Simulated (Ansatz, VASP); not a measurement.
NaCl in VASP and in Ansatz

```
Na Cl
1.0
     2.86000    0.01430    0.01430
     0.01430    2.86000    0.01430
     0.01430    0.01430    2.86000
Na Cl
1 1
Direct
  0.00000 0.00000 0.00000
  0.50000 0.50000 0.50000
```

Change from the starting cell: equal xy, yz and zx shear strains of +1 %.

Alike in both runs: task single point; functional PBEsol; k mesh 9 × 9 × 9; occupations fermi-dirac, width 0.03 eV; no spin polarisation.

|  | VASP | Ansatz |
| --- | --- | --- |
| version | VASP 6.6.1 | Ansatz 0.2.0 |
| potentials or method | VASP PAW PBE potentials, release 64 (Na_pv, Cl), cutoff 520 eV | all-electron LAPW, scalar-relativistic |

```tsv
	VASP	Ansatz	Ansatz less VASP
gap on the k mesh at the Fermi level (eV)	4.55	4.50	-0.055
pressure (GPa)	60.1	59.5	-0.65
largest component of the traceless stress (GPa)	0.68	0.66	-0.020
```

Ansatz ran all-electron here, so the differences hold the error of VASP's frozen core and of both bases.

Caveats: the cell as given lies far from equilibrium; so large a pressure means that the cell lies far from this level's equilibrium, or that cutoff or potentials fall short (VASP); the potentials were made for another functional, which shifts forces and pressure (VASP); an odd mesh through Γ misses points on the zone boundary, where band edges often lie.
